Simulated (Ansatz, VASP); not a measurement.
CdTe: VASP beside Ansatz

File INCAR:

```
SYSTEM = CdTe
ALGO     = Normal         ! electronic algorithm
EDIFF    = 1E-7           ! SCF threshold, eV
ENCUT    = 520            ! plane-wave cutoff, eV
GGA      = PS             ! functional
ISIF     = 2              ! what is computed and relaxed
ISMEAR   = 0              ! smearing method
LASPH    = .TRUE.         ! aspherical terms in the spheres
LCHARG   = .FALSE.        ! write CHGCAR
LREAL    = .FALSE.        ! projectors in reciprocal space
LWAVE    = .FALSE.        ! write WAVECAR
NBANDS   = 16             ! bands
NELM     = 60             ! most SCF steps
PREC     = Accurate       ! precision mode
SIGMA    = 0.05           ! smearing width, eV
```

Contents of KPOINTS:

```
k-points
0
G
  8 8 8
  0 0 0
```

File POSCAR:

```
CdTe
1.0
    0.0000000000      3.2446715270      3.2446715270
    3.2446715270      0.0000000000      3.2446715270
    3.2446715270      3.2446715270      0.0000000000
Cd Te
1 1
Direct
    0.0000000000      0.0000000000      0.0000000000
    0.7500000000      0.7500000000      0.7500000000
```

Input for Ansatz:

```yaml
crystal:
  lattice:
    - [0.0, 3.244671527, 3.244671527]
    - [3.244671527, 0.0, 3.244671527]
    - [3.244671527, 3.244671527, 0.0]
  atoms:
    - { symbol: Cd, position: [0.0, 0.0, 0.0] }
    - { symbol: Te, position: [0.75, 0.75, 0.75] }
basis:
  ecutwfc: 420
kpoints:
  mp_grid: { grid: [8, 8, 8] }
hamiltonian:
  xc: pbesol
scf:
  occupations: { method: gaussian, width: 0.05 }
output:
  forces: true
  stress: true
  eigenvalues: true
```

Alike in both runs: task single point; functional PBEsol; k mesh 8 × 8 × 8; occupations gaussian, width 0.05 eV; no spin polarisation.

```csv
,VASP,Ansatz
version,VASP 6.6.1,Ansatz 0.2.0
potentials or method,"VASP PAW PBE potentials, release 64 (Cd, Te)","scalar-relativistic, plane waves, PAW"
plane-wave cutoff (eV),520,420
valence electrons in the cell,18,36
```

```tsv
	VASP	Ansatz	Ansatz less VASP
gap on the k mesh at the Fermi level (eV)	0.65	0.65	-0.002
least direct gap on the mesh (eV)	0.65	0.65	-0.002
pressure (GPa)	0.2	0.0	-0.16
```

The two sets of potentials don't hold the same shells in valence.

Caveats: the PAW data sets were made with another functional, which shifts forces and pressure a little (VASP); spin-orbit coupling is left out, which moves the levels of the heavy elements.
